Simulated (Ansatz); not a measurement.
Crystal: BaTiO3.

```
Ba Ti O
1.0
     3.99980    0.00000    0.00000
     0.00000    3.99980    0.00000
     0.00000    0.00000    8.03600
Ba Ti O
2 2 6
Cartesian
  3.9971 0.0060 0.0165
  0.0027 3.9938 4.0015
  1.9573 1.9913 1.9280
  2.0425 2.0085 5.9633
  2.0111 2.0083 0.0866
  1.9887 1.9915 4.0600
  2.0226 0.0067 2.0741
  1.9772 3.9931 6.0825
  0.0311 1.9987 2.1106
  3.9687 2.0011 6.0460
```

- Program: Ansatz 0.2.0
- Task: relaxation of cell and atoms
- Functional: PBEsol
- Potentials or basis: Ansatz PAW
- Cutoff: 420 eV (not typed: the program's choice for these potentials)
- k mesh: 7 × 7 × 4
- Occupations: fermi-dirac, width 0.05 eV
- Spin: no spin polarisation
- Hubbard terms: Ti d U = 5 eV

At the start: volume 12.86 Å³/atom.

Question: Where does the relaxation end?

Answer: It ends after 7 steps and the volume is 12.64 Å³/atom (-1.7 %); space group Pm-3m (No. 221, to 0.05 Å).

The path:
```
step  energy change (eV)  largest force (eV/Å)  volume (Å³)
   1              0.0000                1.3247       128.56
   2             -0.0865                0.1547       126.54
   3             -0.0952                0.0025       126.69
   4             -0.0967                0.0021       126.44
   5             -0.0896                0.0021       126.44
   6             -0.0900                0.0006       126.36
   7             -0.0897                0.0007       126.36
```

Final structure:
```
CELL_PARAMETERS angstrom
3.98280 0.00000 0.00000
0.00000 3.98280 0.00000
0.00000 0.00000 7.96560
ATOMIC_POSITIONS crystal
Ba 0.00000 0.00000 0.00278
Ba 0.00000 0.00000 0.50277
Ti 0.50000 0.50000 0.25273
Ti 0.50000 0.49999 0.75273
O 0.50000 0.50000 0.00285
O 0.50000 0.50000 0.50285
O 0.50000 0.00000 0.25282
O 0.50000 0.00000 0.75282
O 0.00000 0.50000 0.25282
O 0.00000 0.50000 0.75282
```

Caveat: the plane-wave basis is chosen anew once the cell has moved, so the energies of steps on either side of that aren't comparable; the pressure holds a Pulay correction of +0.6 GPa for the finite cutoff; the PAW data sets come from PBE, with cores solved anew for the run's functional, which leaves a small shift of forces and pressure.
